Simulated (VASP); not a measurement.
# BN (Qingsongite) in VASP: further runs, part 2 of 2

VASP 6.6.1. The steps go on from the part before.

### Step 3. Single point, r2SCAN

This run uses another cell than the first one, of 5.56 Å³/atom, 0.941 times its volume.

POSCAR reads:

```
BN
1.0
    0.0000000000      1.7532750000      1.8075000000
    1.7532750000      0.0000000000      1.8075000000
    1.7532750000      1.7532750000      0.0000000000
B N
1 1
Direct
    0.0000000000      0.0000000000      0.0000000000
    0.2500000000      0.2500000000      0.2500000000
```

INCAR.step1 reads:

```
SYSTEM = BN
PREC     = Accurate       ! precision mode
ENCUT    = 520            ! plane-wave cutoff, eV
ISMEAR   = 0              ! smearing method
SIGMA    = 0.05           ! smearing width, eV
LREAL    = .FALSE.        ! projectors in reciprocal space
LASPH    = .TRUE.         ! aspherical terms in the spheres
NELM     = 80             ! most SCF steps
NBANDS   = 11             ! bands
GGA      = PE             ! functional
ALGO     = Normal         ! electronic algorithm
EDIFF    = 1E-4           ! SCF threshold, eV
LWAVE    = .TRUE.         ! write WAVECAR
LCHARG   = .FALSE.        ! write CHGCAR
```

INCAR.step2 reads:

```
SYSTEM = BN
PREC     = Accurate       ! precision mode
ENCUT    = 520            ! plane-wave cutoff, eV
EDIFF    = 1E-6           ! SCF threshold, eV
ISMEAR   = 0              ! smearing method
SIGMA    = 0.05           ! smearing width, eV
LREAL    = .FALSE.        ! projectors in reciprocal space
LASPH    = .TRUE.         ! aspherical terms in the spheres
NELM     = 80             ! most SCF steps
ALGO     = Normal         ! electronic algorithm
ISIF     = 2              ! what is computed and relaxed
LWAVE    = .FALSE.        ! write WAVECAR
LCHARG   = .FALSE.        ! write CHGCAR
METAGGA  = R2SCAN         ! meta-GGA
LMIXTAU  = .TRUE.       
NBANDS   = 11             ! bands
ISTART   = 1
```

KPOINTS reads:

```
regular mesh
0
G
  10 10 10
  0 0 0
```

Potentials or basis: VASP PAW PBE potentials, release 64 (B, N).

On the command line:

```sh
$ cat potpaw_PBE.64/B/POTCAR potpaw_PBE.64/N/POTCAR > POTCAR
$ cp INCAR.step1 INCAR
$ mpirun -np 1 vasp_std > vasp.out
$ cp INCAR.step2 INCAR
$ mpirun -np 1 vasp_std > vasp.out
```

OUTCAR:

```text
SYSTEM = BN
   PREC = Accurate
   ENCUT = 520
   EDIFF = 1E-6
   ISMEAR = 0
   LREAL = .FALSE.
   LASPH = .TRUE.
   NELM = 80
   ISIF = 2
   METAGGA = R2SCAN
   ISTART = 1

 ion  position               nearest neighbor table
   1  0.000  0.000  0.000-   2 1.53   2 1.53   2 1.53   2 1.53
   2  0.250  0.250  0.250-   1 1.53   1 1.53   1 1.53   1 1.53

  LATTYP: Found a body centered tetragonal cell.
 ALAT       =     2.4795052836
 C/A-ratio  =     1.4579521262

  Lattice vectors:

 A1 = (  -1.7532750000,   0.0000000000,   1.8075000000)
 A2 = (   1.7532750000,   0.0000000000,   1.8075000000)
 A3 = (   0.0000000000,   1.7532750000,  -1.8075000000)

Analysis of symmetry for initial positions (statically):
=====================================================================
 Subroutine PRICEL returns:
 Original cell was already a primitive cell.

 Routine SETGRP: Setting up the symmetry group for a
 body centered tetragonal supercell.

 Subroutine GETGRP returns: Found  8 space group operations
 (whereof  8 operations were pure point group operations)
 out of a pool of 16 trial point group operations.

The static configuration has the point symmetry D_2d.

Analysis of symmetry for dynamics (positions and initial velocities):
=====================================================================
 Subroutine PRICEL returns:
 Original cell was already a primitive cell.

 Routine SETGRP: Setting up the symmetry group for a
 body centered tetragonal supercell.

 Subroutine GETGRP returns: Found  8 space group operations
 (whereof  8 operations were pure point group operations)
 out of a pool of 16 trial point group operations.

The dynamic configuration has the point symmetry D_2d.

 Subroutine INISYM returns: Found  8 space group operations
 (whereof  8 operations are pure point group operations),
 and found     1 'primitive' translations

----------------------------------------------------------------------------------------

                                     Primitive cell

  volume of cell :      11.1124

  direct lattice vectors                    reciprocal lattice vectors
     0.000000000  1.753275000  1.807500000    -0.285180591  0.285180591  0.276625173
     1.753275000  0.000000000  1.807500000     0.285180591 -0.285180591  0.276625173
     1.753275000  1.753275000  0.000000000     0.285180591  0.285180591 -0.276625173

  length of vectors
     2.518140083  2.518140083  2.479505284     0.489057691  0.489057691  0.489057691

  position of ions in fractional coordinates (direct lattice)
     0.000000000  0.000000000  0.000000000
     0.250000000  0.250000000  0.250000000

  ion indices of the primitive-cell ions
   primitive index   ion index
                 1           1
                 2           2

----------------------------------------------------------------------------------------

 KPOINTS: regular mesh

Automatic generation of k-mesh.
 Grid dimensions read from file:
 generate k-points for:   10   10   10

 Generating k-lattice:

  Cartesian coordinates                     Fractional coordinates (reciprocal lattice)
    -0.028518059  0.028518059  0.027662517     0.100000000  0.000000000  0.000000000
[... 21 lines left out ...]
  0.500000  0.000000  0.000000      4.000000
[... 16 lines left out ...]
  0.300000  0.300000  0.000000      2.000000
  0.400000  0.300000  0.000000      8.000000
 [... further k-points ...]
   k-points           NKPTS =    102   k-points in BZ     NKDIM =    102   number of bands    NBANDS=     11
   number of dos      NEDOS =    301   number of ions     NIONS =      2
   total plane-waves  NPLWV =   7200
   dimension x,y,z NGX =    20 NGY =   20 NGZ =   18
   dimension x,y,z NGXF=    40 NGYF=   40 NGZF=   36
   ions per type =               1   1
   NGX,Y,Z   is equivalent  to a cutoff of  13.20, 13.20, 12.07 a.u.
   NGXF,Y,Z  is equivalent  to a cutoff of  26.41, 26.41, 24.14 a.u.
 SYSTEM =  BN
   PREC   = accura    normal or accurate (medium, high low for compatibility)
   ISTART =      1    job   : 0-new  1-cont  2-samecut
   ICHARG =      0    charge: 1-file 2-atom 10-const
   ISPIN  =      1    spin polarized calculation?
   LNONCOLLINEAR =      F non collinear calculations
   LSORBIT =      F    spin-orbit coupling
   LASPH  =      T    aspherical Exc in radial PAW
   ENCUT  =  520.0 eV  38.22 Ry    6.18 a.u.   4.68  4.68  4.61*2*pi/ulx,y,z
   NELM   =     80;   NELMIN=  2; NELMDL=  0     # of ELM steps
   EDIFF  = 0.1E-05   stopping-criterion for ELM
   LREAL  =      F    real-space projection
   EDIFFG = 0.1E-04   stopping-criterion for IOM
   NSW    =      0    number of steps for IOM
   IBRION =     -1    ionic relax: 0-MD 1-quasi-New 2-CG
   NFREE  =      0    steps in history (QN), initial steepest desc. (CG)
   ISIF   =      2    stress and relaxation
   ISYM   =      2    0-nonsym 1-usesym 2-fastsym
   POTIM  = 0.5000    time-step for ionic-motion
   TEBEG  =    0.0;   TEEND  =   0.0 temperature during run
   PSTRESS=    0.0 pullay stress
   NELECT =       8.0000    total number of electrons
   NUPDOWN=      -1.0000    fix difference up-down
   EMIN   =  10.00;   EMAX   =-10.00  energy-range for DOS
   EFERMI =   0.00;   METHOD = LEGACY
   ISMEAR =     0;   SIGMA  =   0.05  broadening in eV -4-tet -1-fermi 0-gaus
   EFERMI_NEDOS =   21; number of points for ismear=-14 and -15
   IALGO  =     38    algorithm
   IMIX   =      4    mixing-type and parameters
     AMIX     =   0.40;   BMIX     =  1.00
     AMIX_MAG =   1.60;   BMIX_MAG =  1.00
  volume/ion in A,a.u.               =       5.56        37.50
  Fermi-wavevector in a.u.,A,eV,Ry     =   1.467243  2.772687 29.290648  2.152802
  Thomas-Fermi vector in A             =   2.582884
   LORBIT       =      0    0 simple, 1 ext, 2 COOP (PROOUT), +10 PAW based schemes
   METAGGA = R2SCAN    functional components
   LHFCALC =     F    Hartree Fock is set to
   AEXX    =    0.0000 exact exchange contribution
   IVDW    =     0    specifies the selected vdW correction
   LEPSILON=     F    determine dielectric tensor
   LRPA    =     F    only Hartree local field effects (RPA)
 non-spin polarized calculation
 Gauss-broadening in eV      SIGMA  =   0.05
  energy-cutoff  :      520.00
  volume of cell :       11.11
 maximum number of plane-waves:       315
   NGX =  9   NGY =  9   NGZ =  9

 number of electron       8.0000000 magnetization

 Free energy of the ion-electron system (eV)
  ---------------------------------------------------
  ext. energy  EPLUGINS =         0.00000000
  ---------------------------------------------------
  free energy    TOTEN  =       -19.10256160 eV

  energy without entropy =      -19.10256160  energy(sigma->0) =      -19.10256160

 E-fermi :   8.4974     XC(G=0): -13.9736

 val. band max:        8.1249474342   @ k =   0.0000   0.0000   0.0000
 cond. band min:      12.8749808190   @ k =   0.5000   0.0000   0.5000
 fundamental gap:      4.7500333848
 Fermi energy:         8.4973611062

 k-point     1 :       0.0000    0.0000    0.0000
  band No.  band energies     occupation
      1     -14.0029      2.00000
      2       7.7883      2.00000
      3       8.1249      2.00000
      4       8.1249      2.00000
      5      17.7734      0.00000
      6      17.7734      0.00000
      7      17.9969      0.00000
      8      20.1356      0.00000
      9      35.3744      0.00000
     10      36.5534      0.00000
     11      37.5521      0.00000
[... 309 lines left out ...]
 k-point    24 :       0.4000    0.3000    0.0000
  band No.  band energies     occupation
      1     -10.0483      2.00000
      2       0.4464      2.00000
      3       3.1537      2.00000
      4       3.7924      2.00000
      5      15.2041      0.00000
      6      20.1456      0.00000
      7      25.3497      0.00000
      8      25.5002      0.00000
      9      29.6161      0.00000
     10      37.8064      0.00000
     11      42.5747      0.00000

 [... further k-points ...]

------------------------ aborting loop because EDIFF is reached ----------------------------------------

  FORCE on cell =-STRESS in cart. coord.  units (eV):
  Direction    XX          YY          ZZ          XY          YZ          ZX
  --------------------------------------------------------------------------------------
  -------------------------------------------------------------------------------------
  Total        2.2972497      2.2972497      0.7912807      0.0000000      0.0000000      0.0000000
  in kB      331.2153059    331.2153059    114.0861109      0.0000000      0.0000000      0.0000000
  external PRESSURE =     258.8389076 kB  Pullay stress =       0.0000000 kB

 VOLUME and BASIS-vectors are now :
 -----------------------------------------------------------------------------
  energy-cutoff  :      520.00
  volume of cell :       11.11
      direct lattice vectors                 reciprocal lattice vectors
     0.000000000  1.753275000  1.807500000    -0.285180591  0.285180591  0.276625173
     1.753275000  0.000000000  1.807500000     0.285180591 -0.285180591  0.276625173
     1.753275000  1.753275000  0.000000000     0.285180591  0.285180591 -0.276625173

 POSITION                                       TOTAL-FORCE (eV/Angst)
 -----------------------------------------------------------------------------------
      0.00000      0.00000      0.00000         0.000000      0.000000     -0.000000
      0.87664      0.87664      0.90375        -0.000000     -0.000000      0.000000
 -----------------------------------------------------------------------------------
    total drift:                                0.000019      0.000019     -0.000046

  FREE ENERGIE OF THE ION-ELECTRON SYSTEM (eV)
  ---------------------------------------------------
  free  energy   TOTEN  =       -19.1025616025 eV

  energy  without entropy=      -19.1025616025  energy(sigma->0) =      -19.10256160
```

Run time: 2 min. Hardware: 1 thread of AMD EPYC 7R13, shared host; peak memory 0.1 GiB.

Results:

| Quantity | Value |
| --- | --- |
| Free energy | -19.1026 eV |
| Pressure | 25.9 GPa |
| Band gap on the k mesh | 4.75 eV, indirect (least direct gap 9.65 eV) |

Levels at points of the mesh, in eV from the valence-band top:
```tsv
k point	band 1	band 2	band 3	band 4	band 5	band 6	band 7	band 8	band 9
(0.00, 0.00, 0.00)	-22.13	-0.34	0.00	0.00	9.65	9.65	9.87	12.01	27.25
(0.50, 0.00, 0.00)	-17.53	-11.78	-2.51	-1.98	10.91	11.90	12.10	16.97	25.69
(0.50, 0.50, 0.00)	-16.28	-10.16	-5.22	-5.22	5.33	10.57	20.08	20.08	22.75
(0.50, 0.00, 0.50)	-15.89	-9.69	-5.68	-5.66	4.75	9.81	19.86	20.39	23.42
```

Caveat: the PAW data sets were made with another functional, which shifts forces and pressure a little. A k mesh can miss the band edges.

### Step 4. Comparison with measurements

Step 2. Against the measured gap of BN, 6.4 eV (indirect; 300 K; a printed reference work, monograph), the calculated 4.98 eV is off by -1.42 eV. The value is that of r2SCAN on a finite k mesh, which can miss the band edges, without temperature or zero-point motion.
